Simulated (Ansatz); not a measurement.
A relaxation computed with Ansatz, from input to last step.

```yaml
crystal:
  lattice:
    - [5.0532204341, 0.0, 0.0]
    - [0.0, 5.0532204341, 0.0]
    - [0.0, 0.0, 5.0532204341]
  atoms:
    - { symbol: Li, position: [0.0, 0.5, 0.25] }
    - { symbol: Li, position: [0.0, 0.5, 0.75] }
    - { symbol: Li, position: [0.25, 0.0, 0.5] }
    - { symbol: Li, position: [0.75, 0.0, 0.5] }
    - { symbol: Li, position: [0.5, 0.75, 0.0] }
    - { symbol: Li, position: [0.5, 0.25, 0.0] }
    - { symbol: Cl, position: [0.0, 0.0, 0.0] }
    - { symbol: Cl, position: [0.5, 0.5, 0.5] }
basis:
  ecutwfc: 420
kpoints:
  mp_grid: { grid: [4, 4, 4] }
hamiltonian:
  xc: pbe
scf:
  occupations: { method: gaussian, width: 0.1 }
  lower_state_search: "off"
output:
  forces: true
  stress: true
  eigenvalues: true
relax:
  adjacent_minimum: "off"
  f_tol: 0.04
  max_steps: 70
  cell: { stress_tol: 0.4 }
```

```bash
ansatz run input.yaml --threads 1 --pin off --max-ram 2560MiB --backend cpu --events-out ev --progress --plain --runs-dir out
```

Level of theory: Ansatz 0.2.0, DFT PBE, scalar-relativistic, plane waves, PAW.

Of 5 frames 5 are shown, positions in Å and forces in eV/Å; the SCF threshold varies from step to step. Steps run on the plane waves of an earlier cell, with a Pulay correction in the pressure. The basis is chosen afresh for the last frame, the zero of the energies, and at times for earlier ones too; energy and pressure step there, also at an unchanged geometry.

```xyz
8
Lattice="5.0532 0.0000 0.0000 0.0000 5.0532 0.0000 0.0000 0.0000 5.0532" Properties=species:S:1:pos:R:3:forces:R:3 pbc="T T T" step=1 free_energy_over_end_meV_per_atom=71.39 pressure_GPa=5.89
Li    0.0000    2.5266    1.2633    0.0000    0.0000    0.0000
Li    0.0000    2.5266    3.7899    0.0000    0.0000    0.0000
Li    1.2633    0.0000    2.5266    0.0000    0.0000    0.0000
Li    3.7899    0.0000    2.5266    0.0000    0.0000    0.0000
Li    2.5266    3.7899    0.0000    0.0000    0.0000    0.0000
Li    2.5266    1.2633    0.0000    0.0000    0.0000    0.0000
Cl    0.0000    0.0000    0.0000    0.0000    0.0000    0.0000
Cl    2.5266    2.5266    2.5266    0.0000    0.0000    0.0000
8
Lattice="5.2996 0.0000 0.0000 0.0000 5.2996 0.0000 0.0000 0.0000 5.2996" Properties=species:S:1:pos:R:3:forces:R:3 pbc="T T T" step=2 free_energy_over_end_meV_per_atom=13.01 pressure_GPa=2.03
Li    0.0000    2.6498    1.3249    0.0000    0.0000    0.0000
Li    0.0000    2.6498    3.9747    0.0000    0.0000    0.0000
Li    1.3249    0.0000    2.6498    0.0000    0.0000    0.0000
Li    3.9747    0.0000    2.6498    0.0000    0.0000    0.0000
Li    2.6498    3.9747    0.0000    0.0000    0.0000    0.0000
Li    2.6498    1.3249    0.0000    0.0000    0.0000    0.0000
Cl    0.0000    0.0000    0.0000    0.0000    0.0000    0.0000
Cl    2.6498    2.6498    2.6498    0.0000    0.0000    0.0000
8
Lattice="5.4503 0.0000 0.0000 0.0000 5.4503 0.0000 0.0000 0.0000 5.4503" Properties=species:S:1:pos:R:3:forces:R:3 pbc="T T T" step=3 free_energy_over_end_meV_per_atom=0.99 pressure_GPa=0.42
Li    0.0000    2.7251    1.3626    0.0000    0.0000    0.0000
Li    0.0000    2.7251    4.0877    0.0000    0.0000    0.0000
Li    1.3626    0.0000    2.7251    0.0000    0.0000    0.0000
Li    4.0877    0.0000    2.7251    0.0000    0.0000    0.0000
Li    2.7251    4.0877    0.0000    0.0000    0.0000    0.0000
Li    2.7251    1.3626    0.0000    0.0000    0.0000    0.0000
Cl    0.0000    0.0000    0.0000    0.0000    0.0000    0.0000
Cl    2.7251    2.7251    2.7251    0.0000    0.0000    0.0000
8
Lattice="5.5040 0.0000 0.0000 0.0000 5.5040 0.0000 0.0000 0.0000 5.5040" Properties=species:S:1:pos:R:3:forces:R:3 pbc="T T T" step=4 free_energy_over_end_meV_per_atom=0.30 pressure_GPa=-0.05
Li    0.0000    2.7520    1.3760    0.0000    0.0000    0.0000
Li    0.0000    2.7520    4.1280    0.0000    0.0000    0.0000
Li    1.3760    0.0000    2.7520    0.0000    0.0000    0.0000
Li    4.1280    0.0000    2.7520    0.0000    0.0000    0.0000
Li    2.7520    4.1280    0.0000    0.0000    0.0000    0.0000
Li    2.7520    1.3760    0.0000    0.0000    0.0000    0.0000
Cl    0.0000    0.0000    0.0000    0.0000    0.0000    0.0000
Cl    2.7520    2.7520    2.7520    0.0000    0.0000    0.0000
8
Lattice="5.5040 0.0000 0.0000 0.0000 5.5040 0.0000 0.0000 0.0000 5.5040" Properties=species:S:1:pos:R:3:forces:R:3 pbc="T T T" step=5 free_energy_over_end_meV_per_atom=0.00 pressure_GPa=-0.01
Li    0.0000    2.7520    1.3760    0.0000    0.0000    0.0000
Li    0.0000    2.7520    4.1280    0.0000    0.0000    0.0000
Li    1.3760    0.0000    2.7520    0.0000    0.0000    0.0000
Li    4.1280    0.0000    2.7520    0.0000    0.0000    0.0000
Li    2.7520    4.1280    0.0000    0.0000    0.0000    0.0000
Li    2.7520    1.3760    0.0000    0.0000    0.0000    0.0000
Cl    0.0000    0.0000    0.0000    0.0000    0.0000    0.0000
Cl    2.7520    2.7520    2.7520    0.0000    0.0000    0.0000
```

The start puts this composition into another compound's structure type, which needn't suit it. At the end the space group is Pm-3n (tolerance 0.05 Å).

Time: 6.1 s on 1 thread of AMD EPYC 9B14 (Zen 4), with other jobs on the host, peak memory 0.41 GiB.

The k mesh is coarse.